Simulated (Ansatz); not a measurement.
Consider the ligand exchange at the Si–C bond: `CO[SiH2]C#N` + acetic acid → `CO[SiH2]OC(C)=O` + `C#N`.

Calculated with Ansatz (gas phase, PBE0-D4/def2-TZVP geometries, no zero-point term in ΔE). CBS: MP2 limit from def2 TZ/QZ plus the TZ coupled-cluster correction, frozen cores. This one scheme is used for every species. DFT in def2-TZVPP. Each species was taken in one conformer, which may not be the lowest.

`CO[SiH2]C#N`:

Cartesian coordinates in Å:
```
C -0.002 -1.504 -0.467
O -0.117 -0.745 0.722
Si 0.306 0.818 0.855
C -0.669 1.823 -0.368
N -1.271 2.420 -1.148
H 1.034 -1.530 -0.822
H -0.322 -2.522 -0.245
H -0.639 -1.096 -1.257
H -0.046 1.274 2.212
H 1.728 1.063 0.517
```

`CC(=O)O`:

```xyz
8

C     0.078    0.945    0.151
C     0.243   -0.529   -0.034
O     1.271   -1.141    0.060
O    -0.927   -1.126   -0.328
H    -0.331    1.388   -0.760
H    -0.636    1.139    0.954
H     1.039    1.394    0.387
H    -0.736   -2.069   -0.431
```

`CO[SiH2]OC(C)=O`:

Z-matrix (Å, degrees):
```
C
O 1 1.410
H 1 1.097 2 111.6
H 1 1.091 2 108.3 3 -119.4
H 1 1.094 2 110.9 3 121.3
Si 2 1.628 1 123.9 3 -45.2
O 6 1.695 2 105.5 1 -65.7
H 6 1.481 2 110.5 1 50.8
H 6 1.472 2 106.5 1 176.5
C 7 1.338 6 115.8 2 -178.1
C 10 1.494 7 113.3 6 -179.2
O 10 1.206 7 121.3 6 0.9
H 11 1.092 10 109.6 7 -58.1
H 11 1.092 10 109.6 7 59.3
H 11 1.087 10 110.0 7 -179.5
```

`C#N`:

```xyz
3

C    -0.003   -0.003    0.025
N     0.107    0.136   -1.107
H    -0.104   -0.133    1.081
```

| species | PBE-D4 energy (Eh) |
| --- | --- |
| `CO[SiH2]C#N` | -498.40564 |
| `CC(=O)O` | -228.93314 |
| `CO[SiH2]OC(C)=O` | -634.00708 |
| `C#N` | -93.34782 |

Q: Work out ΔE.

A: ΔE = (-634.00708) + (-93.34782) − (-498.40564) − (-228.93314) = -0.01612 Eh = -0.44 eV. CCSD(T)/CBS gives -0.56 eV.

Largest T1 diagnostic among the species: 0.015.

The D4 term adds −0.05 eV with B3LYP and −0.03 eV with PBE0; it sums over pairs of atoms, weighted by their polarisabilities, and B3LYP, whose exchange is more repulsive, gets the larger term. From PBE to PBE0 (25 % exact exchange), in def2-TZVPP and without D4, ΔE moves by −0.04 eV.

B3LYP here is the variant with VWN-RPA as its local correlation; programs differ in this.
